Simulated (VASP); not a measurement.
# BaTiO3 in VASP: further runs, part 2 of 2

VASP 6.6.1. Earlier steps stand in the parts before.

## (3) Single point, PBE

INCAR reads:

```
ADDGRID = F
ALGO = Normal
EDIFF = 1E-7
ENCUT = 460
GGA = PE
ISIF = 2
ISMEAR = 0
LASPH = F
LCHARG = F
LREAL = F
LWAVE = F
NBANDS = 28
NELM = 100
PREC = Accurate
SIGMA = 0.05
```

KPOINTS reads:

```
k-points
0
Gamma
  5 5 5
```

POSCAR reads:

```
BaTiO3
1.0
    3.9998000000      0.0000000000      0.0000000000
    0.0000000000      3.9998000000      0.0000000000
    0.0000000000      0.0000000000      4.0180000000
Ba Ti O
1 1 3
Direct
    0.0050340000     -0.0151990000     -0.0081960000
    0.5109990000      0.5026790000      0.4796360000
   -0.0079330000      0.4990990000      0.5319510000
    0.5087000000     -0.0034200000      0.5100070000
    0.5274750000      0.4823970000      0.0100750000
```

Potentials or basis: VASP PAW PBE potentials, release 64 (Ba_sv, Ti_sv, O).

On the command line:

```
$ cat potpaw_PBE.64/Ba_sv/POTCAR potpaw_PBE.64/Ti_sv/POTCAR potpaw_PBE.64/O/POTCAR > POTCAR
$ mpirun -np 1 vasp_std > vasp.out
```

OUTCAR:

```text
EDIFF = 1E-7
   ENCUT = 460
   GGA = PE
   ISIF = 2
   ISMEAR = 0
   LASPH = F
   LREAL = F
   NELM = 100
   PREC = Accurate

 Found     63 irreducible k-points:

 Following reciprocal coordinates:
            Coordinates               Weight
  0.000000  0.000000  0.000000      1.000000
  0.200000  0.000000  0.000000      2.000000
  0.000000  0.200000  0.000000      2.000000
[... 268 lines left out ...]
  Direction    XX          YY          ZZ          XY          YZ          ZX
  --------------------------------------------------------------------------------------
  -------------------------------------------------------------------------------------
  Total        1.4391265      1.5231381      1.8714033      0.0439094     -0.0270865     -0.0554681
  in kB       35.8693141     37.9632503     46.6435384      1.0944129     -0.6751142     -1.3825077
  external PRESSURE =      40.1587009 kB  Pullay stress =       0.0000000 kB

 VOLUME and BASIS-vectors are now :
 -----------------------------------------------------------------------------
  energy-cutoff  :      460.00
  volume of cell :       64.28
      direct lattice vectors                 reciprocal lattice vectors
     3.999800000  0.000000000  0.000000000     0.250012501  0.000000000  0.000000000
     0.000000000  3.999800000  0.000000000     0.000000000  0.250012501  0.000000000
     0.000000000  0.000000000  4.018000000     0.000000000  0.000000000  0.248880040

 POSITION                                       TOTAL-FORCE (eV/Angst)
 -----------------------------------------------------------------------------------
      0.02013      3.93901      3.98507         0.135697      0.362368      0.147398
      2.04389      2.01062      1.92718         0.297004     -0.202162      0.065422
      3.96807      1.99630      2.13738         0.647136     -0.073947     -0.689182
      2.03470      3.98612      2.04921        -0.354287     -0.364807     -0.226550
      2.10979      1.92949      0.04048        -0.725550      0.278548      0.702913
 -----------------------------------------------------------------------------------
    total drift:                                0.000281      0.000143     -0.000031

  FREE ENERGIE OF THE ION-ELECTRON SYSTEM (eV)
  ---------------------------------------------------
  free  energy   TOTEN  =       -39.8822024209 eV

  energy  without entropy=      -39.8822024209  energy(sigma->0) =      -39.88220242
```

OSZICAR:

```text
N       E                     dE             d eps       ncg     rms          rms(c)
DAV:   1     0.411029969199E+03    0.41103E+03   -0.19374E+04  3528   0.142E+03
DAV:   2    -0.790530793853E+01   -0.41894E+03   -0.39980E+03  4092   0.408E+02
DAV:   3    -0.488754134749E+02   -0.40970E+02   -0.40633E+02  4944   0.127E+02
DAV:   4    -0.507401380689E+02   -0.18647E+01   -0.18610E+01  5328   0.232E+01
DAV:   5    -0.507943161515E+02   -0.54178E-01   -0.54171E-01  4736   0.309E+00    0.231E+01
DAV:   6    -0.400849603617E+02    0.10709E+02   -0.56358E+01  5224   0.671E+01    0.100E+01
DAV:   7    -0.400600633252E+02    0.24897E-01   -0.10687E+01  4732   0.239E+01    0.694E+00
DAV:   8    -0.398792690936E+02    0.18079E+00   -0.62204E-01  4224   0.704E+00    0.367E+00
DAV:   9    -0.399124130227E+02   -0.33144E-01   -0.38368E-01  5200   0.534E+00    0.162E+00
DAV:  10    -0.398858924178E+02    0.26521E-01   -0.16000E-01  4224   0.405E+00    0.548E-01
DAV:  11    -0.398822812371E+02    0.36112E-02   -0.14416E-02  4380   0.733E-01    0.138E-01
DAV:  12    -0.398822397434E+02    0.41494E-04   -0.82659E-04  4200   0.196E-01    0.475E-02
DAV:  13    -0.398821978663E+02    0.41877E-04   -0.17283E-04  4196   0.138E-01    0.181E-02
DAV:  14    -0.398822041933E+02   -0.63270E-05   -0.37167E-05  4544   0.421E-02    0.136E-02
DAV:  15    -0.398822031813E+02    0.10120E-05   -0.19274E-05  4868   0.413E-02    0.892E-03
DAV:  16    -0.398822024878E+02    0.69352E-06   -0.26277E-06  4452   0.162E-02    0.978E-04
DAV:  17    -0.398822024209E+02    0.66908E-07   -0.14247E-07  3328   0.319E-03
   1 F= -.39882202E+02 E0= -.39882202E+02  d E =-.119523E-18
```

stdout:

```text
POSCAR found type information on POSCAR BaTiO
 POSCAR found :  3 types and       5 ions
 scaLAPACK will be used
 LDA part: xc-table for (Slater+PW92), standard interpolation
 POSCAR, INCAR and KPOINTS ok, starting setup
 FFT: planning ... GRIDC
 FFT: planning ... GRID_SOFT
 FFT: planning ... GRID
 WAVECAR not read
 entering main loop
```

Wall time 58 s (1 thread of Intel Xeon Platinum 8488C (Sapphire Rapids), shared host); peak memory 0.22 GiB.

These settings aren't checked as converged: the numbers below hold their error.

Results:

```yaml
Free_energy: -39.8822 eV
Pressure: 4.0 GPa
Largest_force: 1.048 eV/Å
Band_gap_on_the_k_mesh: 2.01 eV, indirect (least direct gap 2.15 eV)
```

Caveat: the cutoff is under 1.25 times the usual one of these potentials, so pressure, stress and relaxed cells hold a basis-set (Pulay) error; spin-orbit coupling is left out, which moves the levels of the heavy elements; an odd mesh through Γ misses points on the zone boundary, where band edges often lie.

## (4) Single point, PBE

Edit INCAR of step 3 so:

```diff
@@ -3,3 +3,3 @@
 EDIFF = 1E-7
-ENCUT = 460
+ENCUT = 340
 GGA = PE
@@ -7,3 +7,3 @@
 ISMEAR = 0
-LASPH = F
+LASPH = T
 LCHARG = F
```

KPOINTS reads:

```
k-points
0
Gamma
  6 6 6
```

POSCAR is that of step 3.

On the command line:

```
$ cat potpaw_PBE.64/Ba_sv/POTCAR potpaw_PBE.64/Ti_sv/POTCAR potpaw_PBE.64/O/POTCAR > POTCAR
$ mpirun -np 1 vasp_std > vasp.out
```

Wall time 50 s (1 thread of Intel Xeon Platinum 8488C (Sapphire Rapids), shared host); peak memory 0.21 GiB.

The run converged, but a check on its numbers failed (symmetry, net force, bounds or a known fault of this set-up), so they aren't taken as properties of the crystal.

Caveat: the cutoff lies under the usual one of these potentials, so the numbers hold a large basis-set error; spin-orbit coupling is left out, which moves the levels of the heavy elements.

## (5) Single point, PBE

Edit INCAR of step 4 so:

```diff
@@ -3,3 +3,3 @@
 EDIFF = 1E-7
-ENCUT = 340
+ENCUT = 400
 GGA = PE
```

KPOINTS is that of step 4.

POSCAR is that of step 4.

On the command line:

```
$ cat potpaw_PBE.64/Ba_sv/POTCAR potpaw_PBE.64/Ti_sv/POTCAR potpaw_PBE.64/O/POTCAR > POTCAR
$ mpirun -np 1 vasp_std > vasp.out
```

It took 97 s on 1 thread of Intel Xeon Platinum 8488C (Sapphire Rapids), shared host; peak memory 0.25 GiB.

These settings aren't checked as converged: the numbers below hold their error.

What came out:

```yaml
Free_energy: -39.9235 eV
Largest_force: 1.069 eV/Å
Band_gap_on_the_k_mesh: 1.87 eV, indirect (least direct gap 2.16 eV)
```

Caveat: the cutoff is under 1.25 times the usual one of these potentials, so pressure, stress and relaxed cells hold a basis-set (Pulay) error; spin-orbit coupling is left out, which moves the levels of the heavy elements.
